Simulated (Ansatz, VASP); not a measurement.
## CdF4 in VASP and in Ansatz

Contents of INCAR:

```
SYSTEM = CdF4
ALGO     = Normal         ! electronic algorithm
EDIFF    = 1E-6           ! SCF threshold, eV
EDIFFG   = -0.01          ! ionic threshold
ENCUT    = 600            ! plane-wave cutoff, eV
GGA      = PE             ! functional
IBRION   = 2              ! ionic algorithm
ISIF     = 3              ! what is computed and relaxed
ISMEAR   = 0              ! smearing method
LASPH    = .True.         ! aspherical terms in the spheres
LCHARG   = .False.        ! write CHGCAR
LREAL    = .False.        ! projectors in reciprocal space
LWAVE    = .False.        ! write WAVECAR
NELM     = 100            ! most SCF steps
NSW      = 100            ! ionic steps
PREC     = Accurate       ! precision mode
SIGMA    = 0.1            ! smearing width, eV
```

The input KPOINTS:

```
k-points
0
Gamma
  10 10 10
  0 0 0
```

The input POSCAR:

```
CdF4
1.0
   -2.6198421045      2.6198421045      2.6198421045
    2.6198421045     -2.6198421045      2.6198421045
    2.6198421045      2.6198421045     -2.6198421045
Cd F
1 4
Direct
    0.0000000000      0.0000000000      0.0000000000
    0.5000000000      0.5000000000      0.5000000000
    0.0000000000      0.0000000000      0.5000000000
    0.0000000000      0.5000000000      0.0000000000
    0.5000000000      0.0000000000      0.0000000000
```

Input for Ansatz:

```yaml
crystal:
  lattice:
    - [-2.6198421045, 2.6198421045, 2.6198421045]
    - [2.6198421045, -2.6198421045, 2.6198421045]
    - [2.6198421045, 2.6198421045, -2.6198421045]
  atoms:
    - { symbol: Cd, position: [0.0, 0.0, 0.0] }
    - { symbol: F, position: [0.5, 0.5, 0.5] }
    - { symbol: F, position: [0.0, 0.0, 0.5] }
    - { symbol: F, position: [0.0, 0.5, 0.0] }
    - { symbol: F, position: [0.5, 0.0, 0.0] }
basis:
  ecutwfc: 420
kpoints:
  mp_grid: { grid: [10, 10, 10] }
hamiltonian:
  xc: pbe
scf:
  occupations: { method: gaussian, width: 0.1 }
output:
  forces: true
  stress: true
  eigenvalues: true
  write_density: true
  write_potential: true
  elf: true
  volumetric_format: npy
relax:
  adjacent_minimum: "off"
  f_tol: 0.01
  max_steps: 80
  cell: { stress_tol: 0.05 }
```

Alike in both runs: task relaxation of cell and atoms; functional PBE; k mesh 10 × 10 × 10; occupations gaussian, width 0.1 eV; no spin polarisation.

```csv
,VASP,Ansatz
version,VASP 6.6.1,Ansatz 0.2.0
potentials or method,"VASP PAW PBE potentials, release 64 (Cd, F)","scalar-relativistic, plane waves, PAW"
plane-wave cutoff (eV),600,420
valence electrons in the cell,40,48
```

```csv
,VASP,Ansatz,Ansatz less VASP
"gap on the k mesh at the Fermi level, each at its own relaxed structure (eV)",none,none,-
relaxed volume (Å³/atom),14.42,14.35,-0.072
relaxed cell length with the largest relative difference (Å),4.541,4.534,-0.0076
```

A gap of «none» marks a metal or a gap that the smearing closes. The two sets of potentials don't hold the same shells in valence.
